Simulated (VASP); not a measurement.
## CdSe in VASP 6.6.1, relaxation

INCAR

```
LDAUTYPE = 2
NBANDS = 16
LDAU = .TRUE.
LDAUJ = 0 0
EDIFFG = -5E-3
SIGMA = 0.02
LREAL = .FALSE.
NSW = 40
LASPH = .TRUE.
ISIF = 3
IBRION = 2
EDIFF = 1E-7
ENCUT = 600
PREC = Accurate
GGA = PS
LCHARG = .FALSE.
NELM = 69
LDAUU = 8.0 0
LDAUL = 2 -1
LMAXMIX = 4
ISMEAR = -1
LWAVE = .FALSE.
```

KPOINTS

```
KPOINTS created by Atomic Simulation Environment
0
Gamma
6 6 6
0 0 0
```

POSCAR

```
Cd Se
 1.0000000000000000
     3.5571112203489168    0.0000000000000000    0.0000000000000000
     0.0000000000000000    3.5571112203489168    0.0000000000000000
     0.0000000000000000    0.0000000000000000    3.5571112203489168
 Cd  Se
   1   1
Cartesian
 -0.0000000000000000 -0.0000000000000000 -0.0000000000000000
  1.7785556101744584  1.7785556101744584  1.7785556101744584
```

The recommended PBE PAW datasets give the neutral cell 18 valence electrons.

Command

```
mpirun -np 1 vasp_std
```

How does this run end, and what does it give?

It converged. Results: relaxed cell vector lengths 3.450, 3.450, 3.450 Å; relaxed cell volume 41.07 Å³.

OSZICAR

```
N       E                     dE             d eps       ncg     rms          rms(c)
DAV:   1     0.108558349095E+03    0.10856E+03   -0.10394E+04   664   0.118E+03
DAV:   2    -0.716004540562E+00   -0.10927E+03   -0.10449E+03   832   0.257E+02
DAV:   3    -0.459002078257E+01   -0.38740E+01   -0.38697E+01   736   0.522E+01
DAV:   4    -0.460231506176E+01   -0.12294E-01   -0.12294E-01   784   0.319E+00
DAV:   5    -0.460235177770E+01   -0.36716E-04   -0.36716E-04   728   0.147E-01    0.798E+00
DAV:   6    -0.419186008446E+01    0.41049E+00   -0.87812E-01   672   0.105E+01    0.539E+00
DAV:   7    -0.422599179008E+01   -0.34132E-01   -0.68868E-02   712   0.217E+00    0.293E+00
DAV:   8    -0.424167273105E+01   -0.15681E-01   -0.24366E-02   672   0.172E+00    0.383E-01
DAV:   9    -0.424201801380E+01   -0.34528E-03   -0.48099E-04   776   0.262E-01    0.137E-01
DAV:  10    -0.424202726229E+01   -0.92485E-05   -0.13289E-04   688   0.762E-02    0.214E-02
...
       N       E                     dE             d eps       ncg     rms          rms(c)
DAV:   1    -0.435588646440E+01   -0.46501E-01   -0.83445E-01   688   0.100E+01    0.145E+00
DAV:   2    -0.431677411077E+01    0.39112E-01   -0.89173E-02   640   0.395E+00    0.653E-01
DAV:   3    -0.431248786317E+01    0.42862E-02   -0.89613E-03   696   0.106E+00    0.289E-01
DAV:   4    -0.431211009507E+01    0.37777E-03   -0.33945E-04   656   0.135E-01    0.881E-02
DAV:   5    -0.431204282812E+01    0.67267E-04   -0.51891E-05   720   0.103E-01    0.124E-02
DAV:   6    -0.431204140261E+01    0.14255E-05   -0.11169E-05   656   0.475E-02    0.763E-03
DAV:   7    -0.431204164250E+01   -0.23989E-06   -0.11324E-06   688   0.105E-02    0.283E-03
DAV:   8    -0.431204160009E+01    0.42407E-07   -0.14016E-07   432   0.435E-03
   3 F= -.43120416E+01 E0= -.43101933E+01  d E =-.700152E-01
```

Standard output (part)

```
POSCAR found type information on POSCAR CdSe
 POSCAR found :  2 types and       2 ions
 LDA part: xc-table for (Slater+PW92), standard interpolation
 POSCAR, INCAR and KPOINTS ok, starting setup
 WAVECAR not read
 entering main loop
 curvature:   0.00 expect dE= 0.000E+00 dE for cont linesearch  0.000E+00
 search vector abs. value=  0.156E+00
 bond charge predicted
 trial-energy change:   -0.067359  1 .order   -0.061346   -0.155917    0.033226
 bond charge predicted
 curvature:  -0.40 expect dE=-0.194E-05 dE for cont linesearch -0.194E-05
 search vector abs. value=  0.479E-05
 reached required accuracy - stopping structural energy minimisation
```

```json
{"ionic step": "1", "ΔE (meV/atom)": "0.0", "volume (Å³)": "45.01", "largest force (eV/Å)": "0.000", "pressure (GPa)": "-5.23", "electronic steps": "13"}
{"ionic step": "2", "ΔE (meV/atom)": "-33.7", "volume (Å³)": "40.39", "largest force (eV/Å)": "0.000", "pressure (GPa)": "1.24", "electronic steps": "11"}
{"ionic step": "3", "ΔE (meV/atom)": "-35.0", "volume (Å³)": "41.07", "largest force (eV/Å)": "0.000", "pressure (GPa)": "0.03", "electronic steps": "8"}
```

For comparison, a separate PBEsol relaxation on usual settings, not on those above, ends at 42.32 Å³.
